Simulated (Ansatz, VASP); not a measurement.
# CdS (Hawleyite) in VASP and in Ansatz

```
Cd S
1.0
     0.00000    2.91650    2.91650
     2.91650    0.00000    2.91650
     2.91650    2.91650    0.00000
Cd S
1 1
Cartesian
  0.0000 0.0000 0.0000
  4.3748 4.3748 4.3748
```

Alike in both runs: task relaxation of cell and atoms; functional PBEsol; dispersion D4; k mesh 8 × 8 × 8; occupations fermi-dirac, width 0.05 eV; no spin polarisation.

|  | VASP | Ansatz |
| --- | --- | --- |
| version | VASP 6.6.1 | Ansatz 0.2.0 |
| potentials or method | VASP PAW PBE potentials, release 64 (Cd, S) | Ansatz PAW |
| plane-wave cutoff (eV) | 600 | 420 |
| valence electrons in the cell | 18 | 26 |

VASP gave:

- gap on the k mesh at the Fermi level, each at its own relaxed structure (eV): 1.04
- relaxed volume (Å³/atom): 24.38
- relaxed cell length with the largest relative difference (Å): 4.101
- energy change over the relaxation (meV/atom): -1

Question: What did Ansatz give for the same quantities?

Answer: gap on the k mesh at the Fermi level, each at its own relaxed structure (eV): 1.05; relaxed volume (Å³/atom): 24.25; relaxed cell length with the largest relative difference (Å): 4.093; energy change over the relaxation (meV/atom): -3.

The two sets of potentials don't hold the same shells in valence.

Caveats: the PAW data sets were made with another functional, which shifts forces and pressure a little (VASP); the plane-wave basis is chosen anew once the cell has moved, so the energies of steps on either side of that aren't comparable (Ansatz); the PAW data sets come from PBE, with cores solved anew for the run's functional, which leaves a small shift of forces and pressure (Ansatz).
